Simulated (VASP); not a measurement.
# Ge (Cmmm) in VASP: further runs

The runs below take Ge through single point, with PBE.

Program: VASP 6.6.1. These are calculated values, not measurements. Logs are shortened: lines on timing, memory, paths and dates and some standing lists are left out, and cuts for length are marked.

## 1. The structure

It takes space group Cmmm (No. 65, orthorhombic). The conventional cell has a = 2.794 Å, b = 5.201 Å, c = 2.698 Å, α = 90.00°, β = 90.00°, γ = 90.00°. Ge (site symmetry mmm) has 8 Ge at 2.70 to 2.95 Å as nearest neighbours.

This isn't the form of Ge at room conditions, which is diamond.

## 2. Single point, PBE

INCAR reads:

```
PREC = Accurate ; ENCUT = 700
EDIFF = 1E-7 ; ISMEAR = 0
SIGMA = 0.05 ; LREAL = F
LASPH = T ; NELM = 100
ALGO = Normal ; ISIF = 2
LWAVE = F ; LCHARG = F
GGA = PE ; NBANDS = 13
ADDGRID = F
```

KPOINTS reads:

```
Automatic mesh
0
Gamma
  2 2 2
```

POSCAR reads:

```
Ge
1.0
    1.4161900000     -2.6475770000      0.0134350000
    1.3961930000      2.6368340000      0.0183540000
    0.0306960000      0.0025520000      2.6389690000
Ge
1
Direct
    0.4852650000      0.4800630000      0.0156560000
```

Potentials or basis: VASP PAW PBE potentials, release 64 (Ge_d).

On the command line:

```console
$ cat potpaw_PBE.64/Ge_d/POTCAR > POTCAR
$ mpirun -np 1 vasp_std > vasp.out
```

OUTCAR:

```text
PREC = Accurate
   ENCUT = 700
   EDIFF = 1E-7
   ISMEAR = 0
   LREAL = F
   LASPH = T
   NELM = 100
   ISIF = 2
   GGA = PE

 Found      8 irreducible k-points:

 Following reciprocal coordinates:
            Coordinates               Weight
  0.000000  0.000000  0.000000      1.000000
  0.500000 -0.000000  0.000000      1.000000
 -0.000000  0.500000  0.000000      1.000000
  0.500000  0.500000  0.000000      1.000000
 -0.000000  0.000000  0.500000      1.000000
  0.500000 -0.000000  0.500000      1.000000
   k-points           NKPTS =      8   k-points in BZ     NKDIM =      8   number of bands    NBANDS=     13
   number of dos      NEDOS =    301   number of ions     NIONS =      1
   total plane-waves  NPLWV =  18816
   dimension x,y,z NGX =    28 NGY =   28 NGZ =   24
   dimension x,y,z NGXF=    56 NGYF=   56 NGZF=   48
   ions per type =               1
   NGX,Y,Z   is equivalent  to a cutoff of  15.50, 15.60, 15.12 a.u.
   NGXF,Y,Z  is equivalent  to a cutoff of  31.01, 31.20, 30.24 a.u.
 SYSTEM =  unknown system
   PREC   = accura    normal or accurate (medium, high low for compatibility)
   ISTART =      0    job   : 0-new  1-cont  2-samecut
   ICHARG =      2    charge: 1-file 2-atom 10-const
   ISPIN  =      1    spin polarized calculation?
   LNONCOLLINEAR =      F non collinear calculations
   LSORBIT =      F    spin-orbit coupling
   LASPH  =      T    aspherical Exc in radial PAW
   ENCUT  =  700.0 eV  51.45 Ry    7.17 a.u.   6.48  6.44  5.69*2*pi/ulx,y,z
   NELM   =    100;   NELMIN=  2; NELMDL= -5     # of ELM steps
   EDIFF  = 0.1E-06   stopping-criterion for ELM
   LREAL  =      F    real-space projection
   EDIFFG = 0.1E-05   stopping-criterion for IOM
   NSW    =      0    number of steps for IOM
   IBRION =     -1    ionic relax: 0-MD 1-quasi-New 2-CG
   NFREE  =      0    steps in history (QN), initial steepest desc. (CG)
   ISIF   =      2    stress and relaxation
   ISYM   =      2    0-nonsym 1-usesym 2-fastsym
   POTIM  = 0.5000    time-step for ionic-motion
   TEBEG  =    0.0;   TEEND  =   0.0 temperature during run
   PSTRESS=    0.0 pullay stress
   NELECT =      14.0000    total number of electrons
   NUPDOWN=      -1.0000    fix difference up-down
   EMIN   =  10.00;   EMAX   =-10.00  energy-range for DOS
   EFERMI =   0.00;   METHOD = LEGACY
   ISMEAR =     0;   SIGMA  =   0.05  broadening in eV -4-tet -1-fermi 0-gaus
   EFERMI_NEDOS =   21; number of points for ismear=-14 and -15
   IALGO  =     38    algorithm
   IMIX   =      4    mixing-type and parameters
     AMIX     =   0.40;   BMIX     =  1.00
     AMIX_MAG =   1.60;   BMIX_MAG =  1.00
  volume/ion in A,a.u.               =      19.61       132.31
  Fermi-wavevector in a.u.,A,eV,Ry     =   1.463234  2.765111 29.130789  2.141053
  Thomas-Fermi vector in A             =   2.579353
   LORBIT       =      0    0 simple, 1 ext, 2 COOP (PROOUT), +10 PAW based schemes
   GGA     = PE    functional components
   LHFCALC =     F    Hartree Fock is set to
   AEXX    =    0.0000 exact exchange contribution
   IVDW    =     0    specifies the selected vdW correction
   LEPSILON=     F    determine dielectric tensor
   LRPA    =     F    only Hartree local field effects (RPA)
 non-spin polarized calculation
 Gauss-broadening in eV      SIGMA  =   0.05
  energy-cutoff  :      700.00
  volume of cell :       19.61
 maximum number of plane-waves:       833
 NGX is ok and might be reduce to    28

 number of electron      14.0000001 magnetization

 Free energy of the ion-electron system (eV)
  ---------------------------------------------------
  ext. energy  EPLUGINS =         0.00000000
  ---------------------------------------------------
  free energy    TOTEN  =        -5.25059380 eV

  energy without entropy =       -5.25059222  energy(sigma->0) =       -5.25059301

 E-fermi :   4.4184     XC(G=0): -10.9590

 val. band max:        4.2683481460   @ k =  -0.0000   0.5000   0.5000
 cond. band min:       4.5634619925   @ k =   0.5000  -0.0000   0.5000
 fundamental gap:      0.2951138465
 Fermi energy:         4.4183666108

 k-point     1 :       0.0000    0.0000    0.0000
  band No.  band energies     occupation
      1     -18.2189      2.00000
      2     -18.1020      2.00000
      3     -18.0567      2.00000
      4     -17.9322      2.00000
      5     -17.9217      2.00000
      6      -6.5534      2.00000
      7      12.8823      0.00000
      8      13.8101      0.00000
      9      14.5379      0.00000
     10      16.7831      0.00000
     11      18.4715      0.00000
     12      20.8456      0.00000
     13      21.1391      0.00000

 k-point     2 :       0.5000   -0.0000    0.0000
  band No.  band energies     occupation
      1     -18.1733      2.00000
      2     -18.0859      2.00000
      3     -18.0247      2.00000
      4     -17.9526      2.00000
      5     -17.9016      2.00000
      6      -1.7261      2.00000
      7       0.9876      2.00000
      8       9.5082      0.00000
      9      13.5071      0.00000
     10      17.4917      0.00000
     11      23.1964      0.00000
     12      23.5075      0.00000
     13      24.1744      0.00000

 k-point     3 :      -0.0000    0.5000    0.0000
  band No.  band energies     occupation
      1     -18.1740      2.00000
      2     -18.0832      2.00000
      3     -18.0260      2.00000
      4     -17.9508      2.00000
      5     -17.9022      2.00000
      6      -1.6360      2.00000
      7       1.0260      2.00000
      8       9.2930      0.00000
      9      13.3049      0.00000
     10      17.5537      0.00000
     11      23.2382      0.00000
     12      23.5580      0.00000
     13      24.2717      0.00000

 k-point     4 :       0.5000    0.5000    0.0000
  band No.  band energies     occupation
      1     -18.2002      2.00000
      2     -18.0902      2.00000
      3     -18.0269      2.00000
      4     -17.9333      2.00000
      5     -17.9102      2.00000
      6      -2.6328      2.00000
      7       0.8073      2.00000
      8      11.3355      0.00000
      9      15.2453      0.00000
     10      16.8207      0.00000
     11      22.6021      0.00000
     12      23.2493      0.00000
     13      23.6378      0.00000

 k-point     5 :      -0.0000    0.0000    0.5000
  band No.  band energies     occupation
      1     -18.1086      2.00000
      2     -18.0815      2.00000
      3     -18.0301      2.00000
      4     -17.9726      2.00000
      5     -17.9376      2.00000
      6      -2.3551      2.00000
      7       0.5533      2.00000
      8      16.0636      0.00000
      9      17.6781      0.00000
     10      21.8571      0.00000
     11      22.1274      0.00000
     12      22.9214      0.00000
     13      24.6147      0.00000

 k-point     6 :       0.5000   -0.0000    0.5000
  band No.  band energies     occupation
      1     -18.1516      2.00000
      2     -18.0908      2.00000
      3     -18.0164      2.00000
      4     -17.9178      2.00000
      5     -17.8740      2.00000
      6       2.8818      2.00000
      7       4.2352      2.00000
      8       4.5635      0.00004
      9       9.9111      0.00000
     10      12.7237      0.00000
     11      17.9711      0.00000
     12      19.2215      0.00000
     13      19.3843      0.00000

 [... further k-points ...]

------------------------ aborting loop because EDIFF is reached ----------------------------------------

  FORCE on cell =-STRESS in cart. coord.  units (eV):
  Direction    XX          YY          ZZ          XY          YZ          ZX
  --------------------------------------------------------------------------------------
  -------------------------------------------------------------------------------------
  Total       -0.8419747     -1.3609210      5.3103470      0.0747997      0.0049491      4.0201092
  in kB      -68.8015287   -111.2069569    433.9322654      6.1122211      0.4044122    328.5011491
  external PRESSURE =      84.6412599 kB  Pullay stress =       0.0000000 kB

 VOLUME and BASIS-vectors are now :
 -----------------------------------------------------------------------------
  energy-cutoff  :      700.00
  volume of cell :       19.61
      direct lattice vectors                 reciprocal lattice vectors
     1.416190000 -2.647577000  0.013435000     0.354897238 -0.187889191 -0.003946402
     1.396193000  2.636834000  0.018354000     0.356347309  0.190588350 -0.004329273
     0.030696000  0.002552000  2.638969000    -0.004285175 -0.000368995  0.378986066

 POSITION                                       TOTAL-FORCE (eV/Angst)
 -----------------------------------------------------------------------------------
      1.35797     -0.01889      0.05665        -0.000000     -0.000000      0.000000
 -----------------------------------------------------------------------------------
    total drift:                                0.000024     -0.000030     -0.000073

  FREE ENERGIE OF THE ION-ELECTRON SYSTEM (eV)
  ---------------------------------------------------
  free  energy   TOTEN  =        -5.2505938005 eV

  energy  without entropy=       -5.2505922197  energy(sigma->0) =       -5.25059301
```

Wall time 2.3 s (1 thread of Intel Xeon 6975P-C (Granite Rapids), shared host); peak memory 0.14 GiB.

These settings aren't checked as converged: the numbers below hold their error.

Results:

```
Free energy            : -5.2506 eV
Pressure               : 8.5 GPa
Band gap on the k mesh : none (metal or under the smearing width)
```

Caveat: the k mesh is coarse (spacing up to 1.27 Å⁻¹), so the values aren't converged.

## 3. Single point, PBE

This run uses another cell than the first one, of the same volume but with other edges.

Changes to INCAR since step 2:

```diff
@@ -1,2 +1,2 @@
-PREC = Accurate ; ENCUT = 700
+PREC = Accurate ; ENCUT = 350
 EDIFF = 1E-7 ; ISMEAR = 0
```

KPOINTS reads:

```
Automatic mesh
0
Gamma
  3 3 3
```

POSCAR reads:

```
Ge
1.0
    1.3971490000     -2.6005160000      0.0000000000
    1.3971490000      2.6005160000      0.0000000000
    0.0000000000      0.0000000000      2.6982310000
Ge
1
Direct
    0.5000000000      0.5000000000      0.0000000000
```

Potentials or basis: VASP PAW PBE potentials, release 64 (Ge_d).

On the command line:

```console
$ cat potpaw_PBE.64/Ge_d/POTCAR > POTCAR
$ mpirun -np 1 vasp_std > vasp.out
```

OUTCAR:

```text
PREC = Accurate
   ENCUT = 350
   EDIFF = 1E-7
   ISMEAR = 0
   LREAL = F
   LASPH = T
   NELM = 100
   ISIF = 2
   GGA = PE

 Found      8 irreducible k-points:

 Following reciprocal coordinates:
            Coordinates               Weight
  0.000000  0.000000  0.000000      1.000000
  0.333333  0.000000  0.000000      4.000000
  0.333333  0.333333  0.000000      2.000000
 -0.333333  0.333333  0.000000      2.000000
  0.000000  0.000000  0.333333      2.000000
  0.333333  0.000000  0.333333      8.000000
[... 172 lines left out ...]

------------------------ aborting loop because EDIFF is reached ----------------------------------------

  FORCE on cell =-STRESS in cart. coord.  units (eV):
  Direction    XX          YY          ZZ          XY          YZ          ZX
  --------------------------------------------------------------------------------------
  -------------------------------------------------------------------------------------
  Total        0.3147365     -0.9190528     -0.4284373     -0.0000000      0.0000000      0.0000000
  in kB       25.7185425    -75.0999538    -35.0095484     -0.0000000      0.0000000      0.0000000
  external PRESSURE =     -28.1303199 kB  Pullay stress =       0.0000000 kB

 VOLUME and BASIS-vectors are now :
 -----------------------------------------------------------------------------
  energy-cutoff  :      350.00
  volume of cell :       19.61
      direct lattice vectors                 reciprocal lattice vectors
     1.397149000 -2.600516000  0.000000000     0.357871637 -0.192269534  0.000000000
     1.397149000  2.600516000  0.000000000     0.357871637  0.192269534  0.000000000
     0.000000000  0.000000000  2.698231000     0.000000000  0.000000000  0.370613191

 POSITION                                       TOTAL-FORCE (eV/Angst)
 -----------------------------------------------------------------------------------
      1.39715      0.00000      0.00000         0.000000      0.000000      0.000000
 -----------------------------------------------------------------------------------
    total drift:                                0.000000      0.000000      0.000000

  FREE ENERGIE OF THE ION-ELECTRON SYSTEM (eV)
  ---------------------------------------------------
  free  energy   TOTEN  =        -3.5804996096 eV

  energy  without entropy=       -3.5725549718  energy(sigma->0) =       -3.57652729
```

OSZICAR:

```text
N       E                     dE             d eps       ncg     rms          rms(c)
DAV:   1     0.554679669945E+02    0.55468E+02   -0.60894E+03   218   0.235E+03
DAV:   2     0.933326898513E+00   -0.54535E+02   -0.52203E+02   213   0.341E+02
DAV:   3    -0.354404291653E+01   -0.44774E+01   -0.44687E+01   243   0.634E+01
DAV:   4    -0.359601860624E+01   -0.51976E-01   -0.51972E-01   243   0.750E+00
DAV:   5    -0.359647389115E+01   -0.45528E-03   -0.45528E-03   248   0.775E-01    0.136E+00
DAV:   6    -0.358478570553E+01    0.11688E-01   -0.10573E-02   253   0.214E+00    0.767E-01
DAV:   7    -0.358059867972E+01    0.41870E-02   -0.89039E-03   253   0.150E+00    0.882E-02
DAV:   8    -0.358049594133E+01    0.10274E-03   -0.90730E-04   258   0.668E-01    0.330E-02
DAV:   9    -0.358049953207E+01   -0.35907E-05   -0.18038E-05   283   0.614E-02    0.943E-03
DAV:  10    -0.358049978947E+01   -0.25741E-06   -0.13006E-06   258   0.201E-02    0.198E-03
DAV:  11    -0.358049964115E+01    0.14832E-06   -0.15322E-07   235   0.507E-03    0.228E-04
DAV:  12    -0.358049960963E+01    0.31517E-07   -0.10415E-08   109   0.152E-03
   1 F= -.35804996E+01 E0= -.35765273E+01  d E =-.794464E-02
```

It took 1.4 s on 1 thread of Intel Xeon 6975P-C (Granite Rapids), shared host; peak memory 0.11 GiB.

The run converged, but some of its settings lie outside the range that counts as converged, so its numbers aren't taken as properties of the crystal.

What came out:

```
Free energy            : -3.5805 eV
Band gap on the k mesh : none (metal or under the smearing width)
```

Caveat: the k mesh is coarse (spacing up to 0.85 Å⁻¹), so the values aren't converged; the cutoff is under 1.25 times the usual one of these potentials, so pressure, stress and relaxed cells hold a basis-set (Pulay) error.

## 4. Single point, PBE

INCAR is that of step 3.

KPOINTS is that of step 3.

POSCAR reads:

```
Ge
1.0
    1.4161900000     -2.6475770000      0.0134350000
    1.3961930000      2.6368340000      0.0183540000
    0.0306960000      0.0025520000      2.6389690000
Ge
1
Direct
    0.4852650000      0.4800630000      0.0156560000
```

On the command line:

```console
$ cat potpaw_PBE.64/Ge_d/POTCAR > POTCAR
$ mpirun -np 1 vasp_std > vasp.out
```

Run time: 1.6 s. Hardware: 1 thread of Intel Xeon 6975P-C (Granite Rapids), shared host; peak memory 0.11 GiB.

These settings aren't checked as converged: the numbers below hold their error.

What came out:

```yaml
Free_energy: -3.5966 eV
Band_gap_on_the_k_mesh: none (metal or under the smearing width)
```

Caveat: the k mesh is coarse (spacing up to 0.85 Å⁻¹), so the values aren't converged; the cutoff is under 1.25 times the usual one of these potentials, so pressure, stress and relaxed cells hold a basis-set (Pulay) error.

## 5. Single point, PBE

This run uses another cell than the first one, of the same volume but with other edges.

Changes to INCAR since step 4:

```diff
@@ -1,2 +1,2 @@
-PREC = Accurate ; ENCUT = 350
+PREC = Accurate ; ENCUT = 400
 EDIFF = 1E-7 ; ISMEAR = 0
```

KPOINTS is that of step 4.

POSCAR reads:

```
Ge
1.0
    1.3971490000     -2.6005160000      0.0000000000
    1.3971490000      2.6005160000      0.0000000000
    0.0000000000      0.0000000000      2.6982310000
Ge
1
Direct
    0.5000000000      0.5000000000      0.0000000000
```

On the command line:

```console
$ cat potpaw_PBE.64/Ge_d/POTCAR > POTCAR
$ mpirun -np 1 vasp_std > vasp.out
```

Run time: 1.5 s. Hardware: 1 thread of Intel Xeon 6975P-C (Granite Rapids), shared host; peak memory 0.12 GiB.

These settings aren't checked as converged: the numbers below hold their error.

Results:

```yaml
Free_energy: -3.5795 eV
Pressure: -3.2 GPa
Band_gap_on_the_k_mesh: none (metal or under the smearing width)
```

Caveat: the k mesh is coarse (spacing up to 0.85 Å⁻¹), so the values aren't converged.
